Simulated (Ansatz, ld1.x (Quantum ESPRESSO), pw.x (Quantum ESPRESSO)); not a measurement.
**technetium: one change to the TM potential, in the atom and in the fcc crystal**

| Item | Value |
| --- | --- |
| Element | technetium |
| Generator | ld1.x (Quantum ESPRESSO) 7.5 |
| Type | norm-conserving Troullier–Martins (Kleinman–Bylander form) |
| Functional | PBE |
| Relativity | scalar-relativistic |
| Frozen core | [Kr] |
| Valence charge | 7 |
| Reference configuration | 4d5 5s2 5p0 |
| Partial waves | 5p (bound, empty): rc 4.05 bohr; 4d (bound): rc 1.70 bohr; 5s (bound): rc 2.70 bohr |
| Local potential | the s channel |
| Core correction | Bessel-smoothed model core, default radius (core density twice the valence density) |

Change: wave 5s (bound): rc 2.70 bohr becomes 5s (bound): rc 2.34 bohr.

Cutoffs, loose and tight: the cutoffs (Ry, on a coarse ladder) from which the occupation-weighted sum of valence levels, in a spherical-Bessel basis at the reference potential, stays within 10 and 1 mRy of its value at 400 Ry. They do not see the model core or the augmentation charge, which bear on the density cutoff. Test errors are all-electron minus pseudo excitation energies from the reference, over the configurations 4d5 5s1 5p0; 4d5 5s0 5p0; 4d4 5s0 5p0; 4d3 5s0 5p0; 4d4 5s2 5p1; 4d5 5s0 5p2; 4d5 5s1 5p1; variants that change the core or the reference have their own tests.

Crystal test: fcc Tc in pw.x 7.5, no spin, 15³ k-points, Fermi–Dirac smearing 0.01 Ry, cutoffs set for each file from its atomic test. The reference is all-electron LAPW (Ansatz 0.2.0) with the same functional, mesh and smearing; V0 and B0 come from Birch–Murnaghan fits to the pressures at five volumes. Errors are pseudo minus all-electron; Δ is the rms difference of the E(V) curves that follow from these fits, minima aligned, over ±6 % about the mean V0. Mesh and smearing are coarse, so the numbers serve the comparison and aren't converged zero-temperature values; the lattice is a test structure that the element need not adopt.

All-electron: a0 = 3.873 Å (V0 = 14.52 Å³/atom), B0 = 295.3 GPa.

Q: Does the change bring the crystal closer to the all-electron result?

A: The mean pressure error goes from +22.96 to +21.28 GPa, a small move against the size of the error. Neither pressure curve crosses zero within the volumes sampled, so no fits are given.

```csv
quantity,base,changed
outcome (atom),generated,generated
"cutoff, loose (atom)",45 Ry,45 Ry
"cutoff, tight (atom)",55 Ry,55 Ry
bound ghosts (atom),none,none
largest test error (meV) (atom),-996,-1024
cutoffs in pw.x (Ry),70/280,70/280
mean pressure error (GPa),+22.96,+21.28
```

Base: The largest radius (4.05 bohr) exceeds half the bond length (2.59 bohr), so the spheres overlap, which is one possible source of error among others. This is a poor potential for the solid. Changed file: The largest radius (4.05 bohr) exceeds half the bond length (2.59 bohr), so the spheres overlap, which is one possible source of error among others. This is a poor potential for the solid. The atomic cutoffs weigh occupied waves only.
